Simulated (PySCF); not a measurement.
C₆H₈N (charge +1).
Cartesian coordinates in Å at the PBE0-D3(BJ)/def2-SVP level; atoms count from 1:
```
atom  x, y, z in Å
N1    -2.1567   -0.1000    0.2408
C2    -0.6919   -0.0301    0.0680
C3    -0.0227   -1.1528   -0.4009
C4     1.3615   -1.0800   -0.5501
C5     2.0383    0.0956   -0.2313
C6     1.3402    1.2088    0.2385
C7    -0.0427    1.1555    0.3930
H8    -2.6359    0.6795   -0.2314
H9    -2.5355   -0.9711   -0.1522
H10   -2.4303   -0.0700    1.2338
H11   -0.5561   -2.0743   -0.6512
H12    1.9085   -1.9492   -0.9198
H13    3.1223    0.1468   -0.3513
H14    1.8733    2.1286    0.4861
H15   -0.5911    2.0271    0.7608
```

NICS is the negative of the GIAO shielding at a point without a nucleus: at the ring centre (0) and 1 Å above and below it (1); zz is the component along the ring normal. Level: GIAO PBE0/pcSseg-1 (PySCF, non-relativistic, gas phase) on the PBE0-D3(BJ)/def2-SVP geometry, one conformer.

Ring bond lengths (Å), with Mayer bond orders in brackets: C2–C3 1.389 (1.38), C3–C4 1.394 (1.45), C4–C5 1.393 (1.44), C5–C6 1.395 (1.43), C6–C7 1.392 (1.46), C7–C2 1.390 (1.36).

Give the NICS values of each ring in ppm.

| ring | type | NICS(0) | NICS(1), two faces | NICS(1)zz, two faces | rms pucker (Å) | centre to ring atoms, mean (Å) |
| --- | --- | --- | --- | --- | --- | --- |
| C2–C3–C4–C5–C6–C7 | 6-membered carbocycle; formal bonds all aromatic | -9.9 | -11.5 / -11.5 | -28.9 / -29.1 | 0.00 | 1.39 |

What can be read from them?

- C2–C3–C4–C5–C6–C7: mean NICS(1)zz -29.0 ppm, shielded. The ring is flat and has no four-coordinate atom; by the NICS criterion it is aromatic.

How equal are the bonds by HOMA? HOMA takes Krygowski's 1993 parameters.

- C2–C3–C4–C5–C6–C7: HOMA 0.99 = 1 − EN − GEO, with mean bond length 1.392 Å, EN = α(Ropt − mean)² = 0.005 and GEO = α × variance = 0.001. The geometric and the magnetic index point the same way.

List the ring angles and the Hirshfeld charges of the ring atoms.

- C2–C3–C4–C5–C6–C7: C2 122.9° (+0.046 e), C3 118.2° (-0.040 e), C4 120.1° (-0.009 e), C5 120.5° (-0.004 e), C6 120.2° (-0.008 e), C7 118.1° (-0.041 e); sum 720.0° against 720° for a flat convex ring.

What are the shieldings of the ring atoms and their hydrogens in the same run (means over atoms taken as equivalent)?

```json
{"atoms": "C2", "environment": "aromatic carbon bearing nitrogen", "σ isotropic (ppm)": "59.3"}
{"atoms": "C3 (×2)", "environment": "aromatic CH carbon", "σ isotropic (ppm)": "58.6"}
{"atoms": "C4 (×2)", "environment": "aromatic CH carbon", "σ isotropic (ppm)": "43.6"}
{"atoms": "C5", "environment": "aromatic CH carbon", "σ isotropic (ppm)": "40.5"}
{"atoms": "H11 (×2)", "environment": "aromatic hydrogen", "σ isotropic (ppm)": "23.66"}
{"atoms": "H12 (×2)", "environment": "aromatic hydrogen", "σ isotropic (ppm)": "22.99"}
{"atoms": "H13", "environment": "aromatic hydrogen", "σ isotropic (ppm)": "22.85"}
```

How do the values depend on the level or the medium?

```tsv
level	NICS(0), C2–C3–C4–C5–C6–C7	mean NICS(1)zz, C2–C3–C4–C5–C6–C7
PBE0/pcSseg-1, gas	-9.9	-29.0
WP04/pcSseg-2, gas	-10.3	-28.4
```

The geometry is the same throughout.
